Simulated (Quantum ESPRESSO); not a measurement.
The system is Os.

```
Os
1.0
     2.73410    0.00000    0.00000
    -1.36705    2.36780    0.00000
     0.00000    0.00000    4.31970
Os
2
Direct
  0.66667 0.33333 0.75000
  0.33333 0.66667 0.25000
```

| Quantity | Value |
| --- | --- |
| Program | Quantum ESPRESSO 7.5 |
| Task | phonons |
| Functional | PBE |
| Dispersion | D3(BJ) |
| Potentials or basis | PseudoDojo 0.4.1 SR PBE standard |
| Cutoff | 1007 eV |
| Density cutoff | 4027 eV |
| k mesh | 11 × 11 × 6 |
| Occupations | cold, width 0.272 eV |
| Spin | no spin polarisation |
| Mixing beta | 0.5 |
| Most SCF iterations | 120 |
| SCF threshold | 4e-10 Ry |

The cell and the atoms were relaxed first, to 14.00 Å³/atom (a = 2.734 Å, b = 2.734 Å, c = 4.324 Å, α = 90.00°, β = 90.00°, γ = 120.00°), and the response was taken there.

```
Os
1.0
     2.73426    0.00000    0.00000
    -1.36713    2.36794    0.00000
     0.00000    0.00000    4.32380
Os
2
Direct
  0.66667 0.33333 0.75000
  0.33333 0.66667 0.25000
```

Problem. What is the highest optical frequency at the zone centre?

Solution. 222 cm⁻¹, a mode of symmetry B1g (silent).

Optical modes at Γ, degenerate ones joined:
| cm⁻¹ | components | symmetry | active in |
| --- | --- | --- | --- |
| 150 | 2 | E2g | Raman |
| 222 | 1 | B1g | silent |

Caveat: the mesh is thin for the phonons of a metal; pairwise dispersion overbinds metals, which lowers pressure and volume.
